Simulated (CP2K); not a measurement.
Runs of CP2K 2026.2 on BAs. Symmetry: F-43m, No. 216, cubic system. Conventional cell: a = 4.777 Å, b = 4.777 Å, c = 4.777 Å, α = 90.00°, β = 90.00°, γ = 90.00°. Around As (site symmetry -43m) lie 4 B at 2.07 Å. B (site symmetry -43m) is surrounded by 4 As at 2.07 Å. 

```csv
task,level,potentials or basis,smearing,NGRIDS,CUTOFF of the grids,points a segment of the path (NPOINTS),bands added on the path,gap on the mesh (eV),pressure (GPa)
single point,PBE,"POTENTIAL_UZH As GTH-PBE-q5, B GTH-PBE-q3; TZVP-MOLOPT-PBE-GTH basis",gaussian 0.02 eV,5,450 Ry,-,-,1.21,3.6
single point,PBE,"POTENTIAL_UZH As GTH-PBE-q5, B GTH-PBE-q3; TZVP-MOLOPT-PBE-GTH basis",gaussian 0.014 eV,4,450 Ry,-,-,1.21,3.6
single point,PBE,"POTENTIAL_UZH As GTH-PBE-q5, B GTH-PBE-q3; TZVP-MOLOPT-PBE-GTH basis",gaussian 0.024 eV,4,450 Ry,-,-,1.21,3.6
single point,PBE,"POTENTIAL_UZH As GTH-PBE-q5, B GTH-PBE-q3; TZVP-MOLOPT-PBE-GTH basis",gaussian 0.023 eV,5,450 Ry,-,-,1.21,3.6
single point,RPBE,"POTENTIAL_UZH As GTH-PBE-q5, B GTH-PBE-q3; TZVP-MOLOPT-PBE-GTH basis",gaussian 0.05 eV,5,450 Ry,-,-,1.28,4.3
single point,PBE,"POTENTIAL_UZH As GTH-PBE-q5, B GTH-PBE-q3; TZVP-MOLOPT-PBE-GTH basis",gaussian 0.013 eV,4,450 Ry,-,-,1.21,3.6
band structure,r2SCAN,"POTENTIAL_UZH As GTH-SCAN-q5, B GTH-SCAN-q3; TZVP-MOLOPT-SCAN-GTH basis",fermi-dirac 0.05 eV,5,675 Ry,6,4,1.42,(a)
single point,PBE,"POTENTIAL_UZH As GTH-PBE-q5, B GTH-PBE-q3; TZVP-MOLOPT-PBE-GTH basis",gaussian 0.019 eV,5,450 Ry,-,-,1.21,3.6
```

Alike in all rows: no spin polarisation; cell as given; k mesh 10 × 10 × 10.

Problem. Fill in the values left out.

Solution. (a) -1.1.

Caveats: the basis of atomic orbitals isn't converged, which shifts pressures, moduli and gaps; the potentials were made for another functional, which shifts forces and pressure (some runs).

A k mesh can miss the band edges, and the runs leave out spin-orbit coupling on As.
